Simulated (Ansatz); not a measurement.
# Polymorphs of InGa3P4

These are results of DFT PBE, scalar-relativistic, plane waves, PAW (Ansatz), not measurements. Settings: cutoff 420 eV, Γ-centred meshes spaced at most about 0.3 Å⁻¹, and about 0.25 Å⁻¹ or finer for metals (2π included), Gaussian smearing. No spin polarisation.

The zero of energy is the elements' standard structures at the same level; no fitted shifts are applied. The references include black phosphorus.

All energies are static (0 K, no zero-point motion). Larger cells and other orderings weren't all tried, so the list isn't exhaustive. Kohn–Sham gaps at this level usually fall short of measured ones. The reference form of P is held partly by dispersion forces, which this level lacks.

Invented guesses were relaxed alike, and ends that match in structure were merged. ΔE counts from the first row. Coordination counts P atoms around Ga and In (those within 1.25 times the shortest such distance or 1.15 times the sum of covalent radii). The ends were matched against large subsets of the Crystallography Open Database and the Materials Project, so a missing match doesn't prove that a structure is unreported.

```
#                            reached from  type and space group  atoms  Å³/atom  coordination  ΔE (meV/atom)  gap on mesh (eV)  in databases
1  In and Ga ordered on zinc blende sites       P-4m2 (No. 115)      8     22.2    In 4, Ga 4              0              1.11      no match
2  In and Ga ordered on zinc blende sites       P-43m (No. 215)      8     22.2    In 4, Ga 4              3              1.05      no match
3    In and Ga ordered on rock salt sites         Cmmm (No. 65)      8     18.2    In 6, Ga 6            368              0.00      no match
4    In and Ga ordered on rock salt sites       Pm-3m (No. 221)      8     18.3    In 6, Ga 6            392              0.00      no match
```

The first two are tied within the noise. The first: Space group P-4m2 (No. 115), tetragonal, a = 3.965 Å, c = 11.288 Å. Around In lie 4 P at 2.54 Å; around Ga on a site of symmetry 2mm lie 4 P at 2.39–2.40 Å; around Ga on a site of symmetry -4m2 lie 4 P at 2.40 Å; P on its first site has 2 Ga at 2.39 Å and 2 In at 2.54 Å; P on its second site is surrounded by 4 Ga at 2.40 Å. Its energy over the elements is −0.367 eV/atom. It lies below the elements, which doesn't yet make it stable against other compounds or structures. An observed structure of this formula, if there is one, may be missing.

```
In Ga P
1.0
     3.96537    0.00000    0.00000
     0.00000    3.96537    0.00000
     0.00000    0.00000   11.28802
In Ga P
1 3 4
Direct
  0.50000 0.50000 0.00000
  0.00000 0.00000 0.74024
  0.00000 0.00000 0.25976
  0.50000 0.50000 0.50000
  0.50000 0.00000 0.85914
  0.00000 0.50000 0.14086
  0.50000 0.00000 0.37995
  0.00000 0.50000 0.62005
```

The second: Space group P-43m (No. 215), cubic, a = 5.621 Å. In has 4 P at 2.53 Å; Ga has 4 P at 2.40 Å; P is surrounded by 3 Ga at 2.40 Å and 1 In at 2.53 Å. Counting P atoms around Ga and In, the first and the second both have In 4, Ga 4. Cells relaxed within their symmetry can be saddle points.
